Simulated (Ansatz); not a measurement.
## GaP: hydrostatic pressure series

These are results of Ansatz, DFT PBE, scalar-relativistic, plane waves, PAW, not measurements. Settings: 420 eV cutoff, 8×8×8 k-mesh, Gaussian smearing of 0.02 eV, no spin polarisation.

Reference structure (relaxed):

```yaml
crystal:
  lattice:
    - [0.00000, 2.75256, 2.75256]
    - [2.75256, 0.00000, 2.75256]
    - [2.75256, 2.75256, 0.00000]
  atoms:
    - { symbol: Ga, position: [0.00000, 0.00000, 0.00000] }
    - { symbol: P, position: [0.25000, 0.25000, 0.25000] }
```

Cell and atoms are relaxed at each pressure within the symmetry of the start, at zero temperature, so transitions that lower the symmetry aren't seen. The k-mesh given is that at zero pressure and may differ at others. Gaps are Kohn–Sham gaps over the whole zone.

Give the structure at -3 GPa.

```yaml
crystal:
  lattice:
    - [0.00000, 2.79268, 2.79268]
    - [2.79268, 0.00000, 2.79268]
    - [2.79268, 2.79268, 0.00000]
  atoms:
    - { symbol: Ga, position: [0.00000, 0.00000, 0.00000] }
    - { symbol: P, position: [0.25000, 0.25000, 0.25000] }
```
The structure is cubic, space group F-43m (No. 216). The conventional cell has a = 5.585 Å, b = 5.585 Å, c = 5.585 Å, α = 90.00°, β = 90.00°, γ = 90.00°. Ga (site symmetry -43m) has 4 P at 2.42 Å as nearest neighbours. P (site symmetry -43m) has 4 Ga at 2.42 Å as nearest neighbours.